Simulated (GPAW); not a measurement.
# Dielectric function and optical constants of BP, part 2 of 2

Aim: the dielectric function of BP, and the optical constants that follow from it.

GPAW 26.7.0; DFT, LDA, plane-wave PAW (GPAW data sets), scalar-relativistic, RPA, optical limit.

So far. Step 2 (Ground state): There is a gap, 1.22 eV on this mesh (points off the mesh can give less), so no carriers' term is needed.

**4. Dielectric function, RPA**

Transitions between filled and empty bands, summed over the zone, give the optical response, so mesh, band count and broadening shape it.

The induced potential is part of this response.

This step: DFT, LDA, plane-wave PAW (GPAW data sets), scalar-relativistic, RPA, optical limit (GPAW 26.7.0).

df.py reads:

```python
from gpaw.response.df import DielectricFunction

df = DielectricFunction('full.gpw', frequencies={'type': 'nonlinear', 'domega0': 0.03, 'omega2': 8},
                        ecut=50,
                        eta=0.15,
                        nbands=18,
                        txt='df.txt')
for direction in ['x', 'z']:
    df.get_dielectric_function(xc='RPA', direction=direction, filename=f'df_{direction}.csv')
```

The run is started by

```bash
$ OMP_NUM_THREADS=1 python df.py
```

Numbers of over 12 decimals in the logs are rounded to 6 here.

Log:

```text
Using integrator: PointIntegrator
NonLinearFrequencyDescriptor(from 0.000 to 46.898 eV, 457 points)
Nonperiodic BCs:  [False False False]
Using integrator: PointIntegrator
NonLinearFrequencyDescriptor(from 0.000 to 46.898 eV, 457 points)
Nonperiodic BCs:  [False False False]

Calculating chi0 body with:
    Ground state adapter containing:
    Number of spins: 1
    Number of kpoints: 2197
    Number of irreducible kpoints: 84
    Number of completely occupied states: 4
    Number of partially occupied states: 4

    Linear response parametrization:
    q_c: [0.0, 0.0, 0.0]
    Number of frequency points: 457
    Planewave cutoff: 50.0
    Number of bands: 18
    Number of planewaves: 15
    Broadening (eta): 0.15

Integrating chi0 body.

Symmetries of q_c:
    Direct symmetries (Uq -> q): 24
    Indirect symmetries (TUq -> q): 24
In total 48 allowed symmetries.

84 groups of equivalent kpoints. 96.176604% reduction.

Integral kind: spectral function

Calculating chi0 optical extensions with:
    Ground state adapter containing:
    Number of spins: 1
    Number of kpoints: 2197
    Number of irreducible kpoints: 84
    Number of completely occupied states: 4
    Number of partially occupied states: 4

    Linear response parametrization:
    Number of frequency points: 457
    Planewave cutoff: 50.0
    Number of bands: 18
    Number of planewaves: 15
    Broadening (eta): 0.15
Integrating chi0 head and wings.

Symmetries of q_c:
    Direct symmetries (Uq -> q): 24
    Indirect symmetries (TUq -> q): 24
In total 48 allowed symmetries.

84 groups of equivalent kpoints. 96.176604% reduction.

Integral kind: spectral function wings
```

Wall time 4.3 s (1 thread of Arm Neoverse V1, shared host); peak memory 0.2 GiB.

This step gave:

| Quantity | Value |
| --- | --- |
| electronic dielectric constant ε∞, mean over x, y and z (by symmetry where fewer were run) | 9.081 |
| main peak of Im epsilon, first axis | 5.687 eV |

Some rows of df_x.csv (energy; Re and Im without local fields; Re and Im with them):

```text
0.000000, 9.565281, -0.000000, 9.080949, 0.000000
0.429336, 9.612769, 0.033526, 9.124951, 0.031063
0.878195, 9.768433, 0.071727, 9.269157, 0.066435
1.347938, 10.064118, 0.119788, 9.542952, 0.110884
1.840057, 10.559489, 0.187976, 10.001301, 0.173842
2.356191, 11.377914, 0.302440, 10.757696, 0.279319
2.898142, 12.841792, 0.570720, 12.108425, 0.526139
3.467895, 15.575456, 2.112009, 14.620035, 1.943128
4.067647, 15.764324, 5.343191, 14.792434, 4.926817
4.699832, 17.065870, 10.395381, 16.007286, 9.483103
5.367152, 21.185870, 22.361793, 19.803673, 19.985028
6.072622, -0.003298, 18.586095, 0.289364, 16.949895
6.819608, -9.989815, 15.949545, -8.759314, 15.827528
7.611886, -7.450923, 6.258171, -7.027081, 6.341017
8.453705, -3.072933, 6.051171, -2.659358, 5.520755
9.349861, -4.971806, 5.006327, -4.405729, 5.136001
10.305790, -3.806886, 2.158388, -3.617971, 2.216994
11.327680, -2.337302, 2.186242, -2.057083, 2.164001
12.422601, -2.442382, 1.367159, -2.285215, 1.476918
13.598673, -1.640817, 1.030437, -1.484289, 1.116425
```

The Im ε, E ∥ x or z has structure finer than the step of the table below, so its rows give means over 0.5 eV, whole bins alone (the curve runs from 0 to 14.0 eV). Peaks (eV: height): 5.66: 30.0, 6.55: 24.5.

Values under the direct gap are tails of Lorentzian lines. The Im ε, E ∥ x or z by photon energy; means over each step:

```
photon energy (eV)  Im ε, E ∥ x or z
               0.5            0.0365
               1.0            0.0774
               1.5             0.129
               2.0             0.202
               2.5             0.329
               3.0             0.671
               3.5              2.42
               4.0              5.02
               4.5              7.83
               5.0              11.5
               5.5              24.6
               6.0              20.7
               6.5              21.4
               7.0              13.6
               7.5              7.80
               8.0              5.40
               8.5              5.59
               9.0              5.89
               9.5              4.56
              10.0              2.97
              10.5              1.95
              11.0              2.20
              11.5              2.20
              12.0              2.16
              12.5              1.47
              13.0              1.28
              13.5              1.17
```

Re ε, E ∥ x or z against photon energy:

photon energy (eV), Re ε, E ∥ x or z and a bar from the least value:
```
      0.0        9.1 ####################
      0.5        9.1 ####################
      1.0        9.3 ####################
      1.5        9.7 ####################
      2.0       10.2 #####################
      2.5       11.0 ######################
      3.0       12.5 #######################
      3.5       14.8 ##########################
      4.0       14.6 ##########################
      4.5       17.5 #############################
      5.0       18.3 ##############################
      5.5       17.2 #############################
      6.0       -1.4 ########
      6.5       -0.7 ########
      7.0       -8.1 
      7.5       -8.1 
      8.0       -4.9 ####
      8.5       -2.7 ######
      9.0       -4.3 ####
      9.5       -4.5 ####
     10.0       -4.2 ####
     10.5       -3.1 ######
     11.0       -2.3 #######
     11.5       -2.0 #######
     12.0       -2.1 #######
     12.5       -2.1 #######
     13.0       -1.7 #######
     13.5       -1.5 #######
```

Refractive index n and extinction k against photon energy:

```
photon energy (eV)      n        k
               0.0   3.01        0
               0.5   3.02  0.00601
               1.0   3.05   0.0126
               1.5   3.11   0.0206
               2.0   3.19   0.0314
               2.5   3.32   0.0486
               3.0   3.53   0.0879
               3.5   3.86    0.272
               4.0   3.87    0.637
               4.5   4.29    0.971
               5.0   4.45     1.22
               5.5   4.90     2.60
               6.0   2.91     3.15
               6.5   3.42     3.51
               7.0   1.93     3.44
               7.5   1.18     3.09
               8.0   1.11     2.49
               8.5   1.34     2.12
               9.0   1.23     2.41
               9.5  0.973     2.33
              10.0  0.674     2.16
              10.5  0.500     1.83
              11.0  0.688     1.66
              11.5  0.689     1.57
              12.0  0.660     1.59
              12.5  0.447     1.53
              13.0  0.449     1.39
              13.5  0.452     1.31
```

Values under the direct gap are tails of Lorentzian lines. Loss function −Im 1/ε at q → 0, E ∥ x or z against energy loss; read off at these points:

```
energy loss (eV)  loss function −Im 1/ε at q → 0, E ∥ x or z
            0.00                                           0
            0.50                                      4.4e-4
            1.00                                      8.9e-4
            1.50                                     0.00137
            2.00                                     0.00193
            2.50                                     0.00265
            3.00                                     0.00398
            3.50                                     0.00936
            4.00                                      0.0208
            4.50                                      0.0222
            5.00                                      0.0239
            5.50                                      0.0269
            6.00                                      0.0543
            6.50                                      0.0415
            7.00                                      0.0547
            7.50                                      0.0611
            8.00                                       0.100
            8.39                                       0.150
            8.50                                       0.144
            9.00                                       0.110
            9.50                                       0.111
           10.00                                       0.112
           10.50                                       0.142
           11.00                                       0.220
           11.50                                       0.251
           11.63                                       0.257
           12.00                                       0.237
           12.50                                       0.212
           13.00                                       0.273
           13.50                                       0.318
```

The Im ε, E ∥ x or z has structure finer than the step of the table below, so its rows give means over 0.5 eV, whole bins alone (the curve runs from 0 to 14.0 eV). Peaks (eV: height): without local fields 5.66: 32.8, 6.49: 26.0; with local fields 5.66: 30.0, 6.55: 24.5.

Values under the direct gap are tails of Lorentzian lines. Table of Im ε, E ∥ x or z by photon energy; means over each step:

```
photon energy (eV)  without local fields  with local fields
               0.5                0.0394             0.0365
               1.0                0.0836             0.0774
               1.5                 0.139              0.129
               2.0                 0.219              0.202
               2.5                 0.357              0.329
               3.0                 0.728              0.671
               3.5                  2.63               2.42
               4.0                  5.46               5.02
               4.5                  8.57               7.83
               5.0                  12.6               11.5
               5.5                  27.2               24.6
               6.0                  22.3               20.7
               6.5                  22.9               21.4
               7.0                  13.8               13.6
               7.5                  7.68               7.80
               8.0                  5.55               5.40
               8.5                  6.04               5.59
               9.0                  5.91               5.89
               9.5                  4.43               4.56
              10.0                  2.84               2.97
              10.5                  1.95               1.95
              11.0                  2.22               2.20
              11.5                  2.20               2.20
              12.0                  2.08               2.16
              12.5                  1.38               1.47
              13.0                  1.23               1.28
              13.5                  1.11               1.17
```

Optical constants at common wavelengths, from n + ik = √ε:

```
wavelength (nm)     n      k  R (%)     1/α
           1550  3.04  0.010   25.5   13 µm
           1064  3.07  0.015   25.9  5.6 µm
            633  3.19  0.030   27.3  1.7 µm
            450  3.42  0.063   30.0  565 nm
            405  3.57  0.098   31.6  330 nm
            365  3.78  0.225   34.0  129 nm
            308  3.88  0.635   35.9   39 nm
```

Below the direct gap, k and the depth come from the tails of the Lorentzian lines, not from transitions.

Rows near the edge hang on the gap, which this functional as a rule makes too small, and phonon-assisted absorption is left out.

**5. What came out**

| Property | Result |
| --- | --- |
| electronic dielectric constant ε∞, mean over x, y and z (by symmetry where fewer were run) (RPA) | 9.08 |
| main peak of Im epsilon, first axis | 5.69 eV |

In words: At this level (LDA, RPA) BP has ε∞ = 9.08 and n = 3.04 at 1550 nm, and Im ε peaks at 5.7 eV. On the mesh the gap is 1.20 eV and the least direct gap 3.38 eV, so on this mesh the band edges lie at different points. Local fields change the static value along x from 9.57 to 9.08 (-5 %). Distinct maxima of Im ε, read by a parabola through the highest points, lie at 5.69 eV (30), 6.54 eV (24) and 8.84 eV (6.5). Excitons and phonon-assisted transitions are missing; LDA gaps are as a rule too small, which pulls the onset down and ε∞ up. The sum runs over mesh points, so small or evenly spaced maxima can still be ripples of the mesh.

[Machine, clock and banner lines and Python warnings are left out of the logs.]

[Logs are printed without paths, hosts, clocks, repeated set-up lines and the standing remarks that a program may print on its own settings, such as how far it seeks lower states.]

[Hosts, paths, dates, database ids (printed as entryN), source tags and the programs' standing remarks are cut or masked in the printed files.]
